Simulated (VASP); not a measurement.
Set up this calculation in VASP 6.6.1, as the native input.

* Task: single point
* Functional: r2SCAN
* Potentials or basis: VASP PAW PBE potentials, release 64 (Sn_d, Se)
* Cutoff: 520 eV
* k mesh: 3 × 3 × 2
* Occupations: fermi-dirac, width 0.069 eV
* Spin: no spin polarisation
* Dipole correction: no
* Further INCAR settings: ALGO = Normal; EDIFF = 1e-06; NBANDS = 64

Crystal: SnSe2.

```
CELL_PARAMETERS angstrom
7.65033 0.00000 0.00000
-3.82516 6.62538 0.00000
0.00000 0.00000 6.22706
ATOMIC_POSITIONS crystal
Sn 0.99197 0.00044 0.01708
Sn 0.02743 0.51295 0.99963
Sn 0.47789 0.01217 0.99730
Sn 0.50339 0.49387 0.98987
Se 0.16766 0.33036 0.26158
Se 0.34539 0.16123 0.71362
Se 0.15626 0.84263 0.24928
Se 0.31685 0.65715 0.74898
Se 0.66161 0.33206 0.27028
Se 0.84366 0.14753 0.74981
Se 0.66065 0.83103 0.25538
Se 0.84691 0.66881 0.74524
```

The input as run:

POSCAR

```
SnSe2
1.0
    7.6503276808     -0.0000000001      0.0000000000
   -3.8251638404      6.6253781189      0.0000000000
    0.0000000000      0.0000000000      6.2270561301
Sn Se
4 8
Direct
   -0.0080288702      0.0004390693      0.0170820686
    0.0274274328      0.5129507990     -0.0003735312
    0.4778893326      0.0121722864     -0.0026959770
    0.5033864602      0.4938660015     -0.0101322356
    0.1676590917      0.3303625787      0.2615773756
    0.3453914586      0.1612320053      0.7136160181
    0.1562575664      0.8426260207      0.2492832837
    0.3168481809      0.6571531348      0.7489786349
    0.6616115223      0.3320581800      0.2702845397
    0.8436593198      0.1475296930      0.7498146640
    0.6606487438      0.8310269846      0.2553774957
    0.8469103205      0.6688065074      0.7452351325
```

INCAR.step1

```
SYSTEM = SnSe2
ALGO     = Normal         ! electronic algorithm
EDIFF    = 1E-4           ! SCF threshold, eV
ENCUT    = 520            ! plane-wave cutoff, eV
GGA      = PE             ! functional
ISMEAR   = -1             ! smearing method
LASPH    = .TRUE.         ! aspherical terms in the spheres
LCHARG   = .FALSE.        ! write CHGCAR
LREAL    = .FALSE.        ! projectors in reciprocal space
LWAVE    = .TRUE.         ! write WAVECAR
NBANDS   = 64             ! bands
NELM     = 100            ! most SCF steps
PREC     = Accurate       ! precision mode
SIGMA    = 0.069          ! smearing width, eV
```

INCAR.step2

```
SYSTEM = SnSe2
ALGO     = Normal         ! electronic algorithm
EDIFF    = 1E-6           ! SCF threshold, eV
ENCUT    = 520            ! plane-wave cutoff, eV
ISIF     = 2              ! what is computed and relaxed
ISMEAR   = -1             ! smearing method
ISTART   = 1            
LASPH    = .TRUE.         ! aspherical terms in the spheres
LCHARG   = .FALSE.        ! write CHGCAR
LMIXTAU  = .TRUE.       
LREAL    = .FALSE.        ! projectors in reciprocal space
LWAVE    = .FALSE.        ! write WAVECAR
METAGGA  = R2SCAN         ! meta-GGA
NBANDS   = 64             ! bands
NELM     = 100            ! most SCF steps
PREC     = Accurate       ! precision mode
SIGMA    = 0.069          ! smearing width, eV
```

KPOINTS

```
k-points
0
G
  3 3 2
  0 0 0
```

Potentials or basis: VASP PAW PBE potentials, release 64 (Sn_d, Se).

Launch:

```bash
$ cat potpaw_PBE.64/Sn_d/POTCAR potpaw_PBE.64/Se/POTCAR > POTCAR
$ cp INCAR.step1 INCAR
$ mpirun -np 1 vasp_std > vasp.out
$ cp INCAR.step2 INCAR
$ mpirun -np 1 vasp_std > vasp.out
```

It gave:

```
Pressure               : 0.8 GPa
Largest force          : 2.352 eV/Å
Band gap on the k mesh : 0.61 eV, indirect (least direct gap 0.73 eV)
```

Caveat: the k mesh is coarse (spacing up to 0.50 Å⁻¹), so the values aren't converged; the PAW data sets were made with another functional, which shifts forces and pressure a little; spin-orbit coupling is left out, which moves the levels of the heavy elements; an odd mesh through Γ misses points on the zone boundary, where band edges often lie.

Wall time 14 min on 1 thread of Intel(R) Xeon(R) Platinum 8259CL CPU @ 2.50GHz (Skylake/Cascade Lake), on a shared host, peak memory 0.53 GiB.
